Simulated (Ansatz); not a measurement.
BeO:
```xyz
4
Lattice="2.6928 0.0000 0.0000 -1.3464 2.3320 0.0000 0.0000 0.0000 4.3726" Properties=species:S:1:pos:R:3 pbc="T T T"
Be     0.0000     1.5547     4.3722
Be     1.3464     0.7773     2.1859
O      0.0000     1.5547     1.6511
O      1.3464     0.7773     3.8374
```

Cartesian axes are those of the cell as given.

### Question
Give the high-frequency dielectric tensor and the Born effective charge tensors of the independent atoms from DFPT, DFT-PBEsol in the program Ansatz with PAW potentials.

### Answer

ε∞:
```
3.11  0.00  0.00
0.00  3.11  0.00
0.00  0.00  3.17
```
Z* of atom 1 (Be), rows: field, columns: displacement, in e:
```
1.79  0.00  0.00
0.00  1.79  0.00
0.00  0.00  1.85
```
Z* of atom 3 (O), rows: field, columns: displacement, in e:
```
-1.79   0.00   0.00
 0.00  -1.79   0.00
 0.00   0.00  -1.85
```

Space group P6_3mc (wurtzite). The PBEsol relaxation kept the symmetry of its start.

Potentials: the earlier of the program's two PAW sets. The files were generated under PBE; for other functionals the program regenerates the frozen cores, and for LDA and PBEsol the local potential too.
